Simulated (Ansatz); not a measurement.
## CsI: an elastic constant from a strain scan

The calculation used DFT r2SCAN, scalar-relativistic, plane waves, PAW in Ansatz 0.2.0. Settings: plane waves to 500 eV, k-mesh 6×6×6 (Γ-centred), Gaussian smearing 0.05 eV. No spin polarisation. Energies are free energies at this smearing, counted from the undisturbed cell; pressure is positive in compression.

Zero of the scan (as given, not relaxed at this level; it stands at 0.4 GPa):

```
CELL_PARAMETERS angstrom
4.56670 0.00000 0.00000
0.00000 4.56670 0.00000
0.00000 0.00000 4.56670
ATOMIC_POSITIONS crystal
Cs 0.00000 0.00000 0.00000
I 0.50000 0.50000 0.50000
```

The cell is strained by ε times the Voigt pattern (0, 0, 1, 0, 0, 0) (xx, yy, zz, yz, xz, xy; engineering shear) with fractional coordinates fixed. The cell holds 2 atoms in V0 = 95.24 Å³. The stress column is τ = (1/V0) dE/dε, got from the stress tensor σ (compression positive) at each point as −det(1 + εP) σ : P(1 + εP)⁻¹, with P the pattern as a tensor.

```
      ε  ΔE (meV/atom)  τ (GPa)
-0.0200          3.865   -0.932
-0.0150          2.587   -0.788
-0.0100          1.519   -0.648
-0.0050          0.658   -0.511
 0.0000          0.000   -0.378
 0.0050         -0.465   -0.247
 0.0100         -0.738   -0.120
 0.0150         -0.823    0.004
 0.0175         -0.797    0.065
 0.0200              ?        ?
```

Task: Which combination of elastic constants does this scan measure, and how large is it?

Result: For small ε, τ = τ0 + Kε with K = pᵀCp, which for this pattern is C11 in the cubic axes. The parabola through τ at ε = -0.0050, 0 and 0.0050 has slope K = 26.4 GPa at zero. The energies per cell, E = NΔE, of the same two points give K = 2[E(ε₊)/ε₊ − E(ε₋)/ε₋]/[(ε₊ − ε₋)V0] = 25.9 GPa, in agreement.

Task: Predict the withheld row at ε = 0.0200 from the harmonic law, and compare.

Result: ΔE = V0(τ0 ε + Kε²/2)/N = -0.677 meV/atom and τ = 0.15 GPa. The calculation gives -0.727 meV/atom and 0.13 GPa: the energy lies 7 % below the harmonic value, as bonds soften when stretched.